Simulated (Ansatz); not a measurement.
Pt under changes of volume

One of the cells (15.904 Å³/atom); the others are scaled copies at fixed shape and fractional positions:

```
Pt
1.0
    -1.58422    1.58422    1.58422
     1.58422   -1.58422    1.58422
     1.58422    1.58422   -1.58422
Pt
1
Direct
  0.00000 0.00000 0.00000
```

This isn't the form of Pt at room conditions, which is fcc.

```yaml
Program: Ansatz 0.2.0
Functional: LDA
Potentials_or_basis: Ansatz PAW
Cutoff: "420 eV (not typed: the program's choice for these potentials)"
k_mesh: 12 × 12 × 12
Occupations: fermi-dirac, width 0.05 eV
Spin: no spin polarisation
```

```csv
volume (Å³/atom),energy over the lowest point (meV/atom),pressure (GPa)
14.950,0.00,-0.8
15.268,?,?
15.586,26.08,-11.7
15.904,53.99,-16.1
16.222,90.12,-20.0
16.540,133.41,-23.4
16.858,182.88,-26.3
```

Task: What does the run at 15.268 Å³/atom give?

Result: Energy over the lowest point 7.62 meV/atom; pressure -6.6 GPa.

Worked out: A Birch-Murnaghan fit of order 3 (a polynomial in V^(-2/3)) to the other rows has its minimum at 14.91 Å³/atom, just outside them, with B0 = V·E''(V) = 299 GPa and B' = 5.4. It gives 7.62 meV/atom at 15.268 Å³/atom, against the run's 7.62, and -dE/dV = -6.7 GPa, against -6.6.

Energies are extrapolated to zero smearing.

Caveats: the PAW data sets come from PBE, with cores solved anew for the run's functional, which leaves a small shift of forces and pressure.
